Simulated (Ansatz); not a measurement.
BP:

```xyz
2
Lattice="0.0000 2.2690 2.2690 2.2690 0.0000 2.2690 2.2690 2.2690 0.0000" Properties=species:S:1:pos:R:3 pbc="T T T"
P     3.4035    3.4035    3.4035
B     0.0000    0.0000    0.0000
```

Base run:

```yaml
Program: Ansatz 0.2.0
Functional: PBE
Potentials_or_basis: all-electron PAW datasets made for the crystal
Cutoff: 310 eV (chosen from the basis error)
k_mesh: 10 × 10 × 10
Occupations: fixed
Spin: no spin polarisation
```

Its results: band gap on the k mesh 1.25 eV, indirect (least direct gap 3.41 eV); electronic dielectric tensor (diagonal) 9.11.

Q: The run is repeated on the same cell with these changes: functional from PBE to PBEsol. What comes out?

A: Band gap on the k mesh 1.14 eV, indirect (least direct gap 3.36 eV); electronic dielectric tensor (diagonal) 9.26.

Caveats: the program warned that the printed levels may be off, so bands, gaps and densities of states are rough.

A k mesh can miss the band edges.
